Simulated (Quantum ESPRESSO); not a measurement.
## Zn: single point with vdW-DF-C09

Zn:

```
CELL_PARAMETERS angstrom
2.67000 0.00000 0.00000
-1.33500 2.31229 0.00000
0.00000 0.00000 4.96600
ATOMIC_POSITIONS crystal
Zn 0.66667 0.33333 0.75000
Zn 0.33333 0.66667 0.25000
```

```
Program             : Quantum ESPRESSO 7.5
Task                : single point
Functional          : vdW-DF-C09
Potentials or basis : SG15 PBE 1.2
Cutoff              : 952 eV
Density cutoff      : 3810 eV
k mesh              : 11 × 11 × 6
Occupations         : fermi-dirac, width 0.1 eV
Spin                : no spin polarisation
```

* Pressure: -6.2 GPa
* Band gap on the k mesh: none (metal or under the smearing width)

Stress tensor (GPa, compression positive):
```
-6.58  0.00  0.00
 0.00 -6.58  0.00
 0.00  0.00 -5.55
```

Levels at points of the mesh, in eV from the Fermi level:
```csv
k point,band 17,band 18,band 19,band 20,band 21,band 22,band 23,band 24
"(0.00, 0.00, 0.00)",-7.01,-6.80,-6.80,-3.48,-2.98,13.45,17.14,17.29
"(0.00, 0.00, -0.50)",-6.88,-6.88,-6.88,-6.88,4.61,4.61,18.55,18.55
```

Wall time 2.3 min on 1 thread of AMD EPYC 7R43 64-Core Processor (Zen 3), on a shared host, peak memory 0.14 GiB.

Caveat: the potentials were made for another functional, which shifts forces and pressure.
